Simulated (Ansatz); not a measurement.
**BaTiO3 and the effect of the dispersion correction**

The cell as given:

```
Ba Ti O
1.0
    -2.82767   -1.63255   -2.31773
     2.82767   -4.89766    0.00000
    -2.82767   -1.63255    4.63546
Ba Ti O
2 2 6
Direct
  0.01575 0.99511 0.97326
  0.98425 0.50489 0.52674
  0.50386 0.98954 0.50362
  0.46814 0.51046 0.02438
  0.53055 0.23162 0.73316
  0.48625 0.75828 0.23994
  0.47922 0.75734 0.73348
  0.53758 0.25276 0.23962
  0.99089 0.02893 0.47950
  0.04611 0.47107 0.00370
```

The cell comes from a database or a generator and needn't be the form met in nature.

Kept alike: task relaxation of cell and atoms; functional PBEsol; k mesh 7 × 5 × 5; occupations fermi-dirac, width 0.05 eV; no spin polarisation. Program: Ansatz, Ansatz PAW, cutoff 420 eV. The mesh is that of the run's cell of 10 atoms. No spin-orbit coupling.

```csv
dispersion correction,volume (Å³/atom),first edge of the run's cell (Å),third edge of the run's cell (Å)
D3(BJ),12.351,3.952,5.593
D3(BJ)-ATM,12.395,3.957,5.600
D4,12.524,3.970,5.622
none,12.693,3.988,5.649
```

Relaxations stop with a little pressure left, so the last digits of a volume or edge aren't settled. Ansatz's relaxations hold a Pulay term in the stress (up to 0.6 GPa here). All rows use potentials made for PBE.

Task: What does the dispersion correction change here?

Result: The volume runs from 12.351 (D3(BJ)) to 12.693 Å³/atom (none). Against no correction: D3(BJ) -2.7 %; D3(BJ)-ATM -2.3 %; D4 -1.3 %. Dispersion terms mostly attract and so lower the volume; the schemes' coefficients and damping set how far. The first edge of the run's cell runs from 3.952 (D3(BJ)) to 3.988 Å (none). The third edge of the run's cell runs from 5.593 (D3(BJ)) to 5.649 Å (none).
